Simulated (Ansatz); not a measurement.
## SiO$_{2}$: enthalpy against pressure

SiO$_{2}$, Imma, a = 5.247 Å, b = 9.551 Å, c = 8.885 Å. This isn't the usual stable structure of the compound. Ansatz: r2SCAN, PAW, 500 eV, Γ-centred 6×6×6 mesh on 12 atoms, Gaussian smearing 0.02 eV; no spin polarisation. Cell and atoms are relaxed at each pressure, and no other structure is tried, so the rows at high pressure may lie past a change of phase. y is the enthalpy over the state at zero pressure; there V0 = 18.552 Å³/atom. The pressures are the targets, met within 0.02 GPa.

| P (GPa) | y (eV/atom) |
| --- | --- |
| -1.0 | -0.1171 |
| 0.0 | 0.0000 |
| 1.0 | 0.1104 |
| 4.0 | 0.3906 |
| 12.0 | ? |
| 25.0 | 2.0762 |

Task: Fit y = c1 P + c2 P² + c3 P³ to the other rows, say what c1 and c2 mean, and predict the missing value.

Result: Least squares on the rows shown. y = 0.11331 P − 0.0044197 P² + 0.00012836 P³. Since dH/dP = V, c1 is V0: 0.11331 eV/GPa × 160.2 = 18.152 Å³ against 18.552; c2 = −V0/(2B0) gives B0 = 13 GPa, where a Birch–Murnaghan fit to the volumes of the same runs (not shown) gives 34 GPa: a cubic over this range folds the higher terms into c2. Above P = −c2/(3 c3) = 11 GPa the cubic's slope, the volume, would rise with pressure, so the form fails there. At P = 12.0 the fit asked for gives 0.9451 eV/atom. The run gave 1.0711 eV/atom, so the fit is 0.1260 eV/atom too low, 5.7 % of the span of the series, against an rms of 0.0008 eV/atom on the fitted rows. With a term in P⁴ added, a fit to the same known rows (none to spare) predicts 0.7470 eV/atom, further off still.